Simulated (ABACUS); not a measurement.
SnTe: single point with AM05

**The experiment to reproduce.**

A printed reference work, textbook reports, for a bulk crystal of SnTe at 300 K: band gap 0.18 eV (direct).

The system is SnTe.

```
CELL_PARAMETERS angstrom
0.00000 3.15085 3.15085
3.15085 0.00000 3.15085
3.15085 3.15085 0.00000
ATOMIC_POSITIONS crystal
Te 0.50000 0.50000 0.50000
Sn 0.00000 0.00000 0.00000
```

```yaml
Program: ABACUS 3.10.1
Task: single point
Functional: AM05
Potentials_or_basis: GBRV ultrasoft 1.5 PBEsol
Cutoff: 544 eV
Density_cutoff: 4354 eV
Basis: plane waves
k_mesh: 6 × 6 × 6
Occupations: fermi-dirac, width 0.05 eV
Spin: no spin polarisation
Radial_cutoff_of_the_potentials_pseudo_rcut: 10 bohr
SCF_threshold_on_the_density: 1e-08
Max_SCF_steps: 100
Eigensolver: dav
Mixing: broyden
Mixing_share: 0.7
Symmetry_key: 1
Bands: 20
```

The pressure is -0.2 GPa and the band gap on the k mesh is 0.16 eV, direct.

Levels at points of the mesh, in eV from the valence-band top:
| k point | band 8 | band 9 | band 10 | band 11 | band 12 | band 13 |
| --- | --- | --- | --- | --- | --- | --- |
| (0.00, 0.00, 0.00) | -2.08 | -2.08 | -2.08 | 3.48 | 3.48 | 3.48 |
| (0.50, 0.50, 0.50) | -1.75 | -1.75 | 0.00 | 0.16 | 0.36 | 0.36 |
| (0.50, 0.50, 0.00) | -5.54 | -3.69 | -3.69 | 2.15 | 5.02 | 5.02 |

It took 16 s on 4 MPI ranks on Intel(R) Xeon(R) Platinum 8488C (Sapphire Rapids), with other jobs on the host, peak memory 0.84 GiB a rank.

A measured gap of SnTe is 0.18 eV (direct; 300 K; a printed reference work, textbook); the calculated 0.16 eV misses it by -0.02 eV. Spin-orbit coupling on Sn, Te is left out. The value is that of AM05 on a finite k mesh, which can miss the band edges, without temperature or zero-point motion. Semilocal functionals fall short of measured gaps as a rule.

Caveat: the potentials were made for another functional, which shifts forces and pressure; spin-orbit coupling is left out, which moves the levels of the heavy elements.
